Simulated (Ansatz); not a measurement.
# ZrB2 in Ansatz: the effect of functional

The system is ZrB2.

```
CELL_PARAMETERS angstrom
3.12716 0.00000 0.00000
-1.56358 2.70820 0.00000
0.00000 0.00000 3.48525
ATOMIC_POSITIONS crystal
Zr 0.00000 0.00000 0.00000
B 0.66667 0.33333 0.50000
B 0.33333 0.66667 0.50000
```

The cell isn't the ideal one: volume scaled by 0.96.

Alike in all runs:

```yaml
Program: Ansatz 0.2.0
Task: single point
Potentials_or_basis: Ansatz PAW
k_mesh: 10 × 10 × 8
Occupations: fermi-dirac, width 0.05 eV
Spin: no spin polarisation
```

```tsv
functional	cutoff	pressure (GPa)
LDA	420 eV (not typed: the program's choice for these potentials)	?
r2SCAN	500 eV (not typed: the program's choice for these potentials)	11.7
PBE	420 eV (not typed: the program's choice for these potentials)	11.5
```

**Question.** What does the run with functional LDA give?

**Answer.** Pressure 1.3 GPa.

Caveats: the PAW data sets come from PBE, with cores solved anew for the run's functional, which leaves a small shift of forces and pressure (some runs).
